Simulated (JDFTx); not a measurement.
Runs of JDFTx 1.7.0 (patched build) on Nb. It takes space group Im-3m (No. 229, cubic). The conventional cell has a = 3.328 Å, b = 3.328 Å, c = 3.328 Å, α = 90.00°, β = 90.00°, γ = 90.00°. Nb (site symmetry m-3m) has 8 Nb at 2.88 Å as nearest neighbours. 

| potentials or basis | cutoff (eV) | gap on the mesh (eV) | pressure (GPa) | relaxed volume (Å³/atom) |
| --- | --- | --- | --- | --- |
| SPMS-PBE-1.0 with smoothed tails | 1088 | none | 0.0 | 18.23 |
| Ansatz-NC-SR-PBE with smoothed tails | 1116 | none | 0.0 | (a) |
| PseudoDojo-SR-PBE-0.5-stringent with smoothed tails | 1116 | none | 0.0 | 18.22 |
| PseudoDojo-SR-PBE-0.5-standard with smoothed tails | 1116 | none | 0.0 | 18.22 |
| SG15-PBE-1.2 with smoothed tails | 1088 | none | 0.0 | 18.19 |

Alike in all rows: task relaxation of cell and atoms; level PBE; no spin polarisation; cell relaxed; k mesh 11 × 11 × 11; smearing fermi-dirac 0.05 eV.

Estimate the missing entries.

(a) 18.21.

A k mesh can miss the band edges, and the runs leave out spin-orbit coupling on Nb.

A gap of «none» marks a metal or a gap under the smearing width.
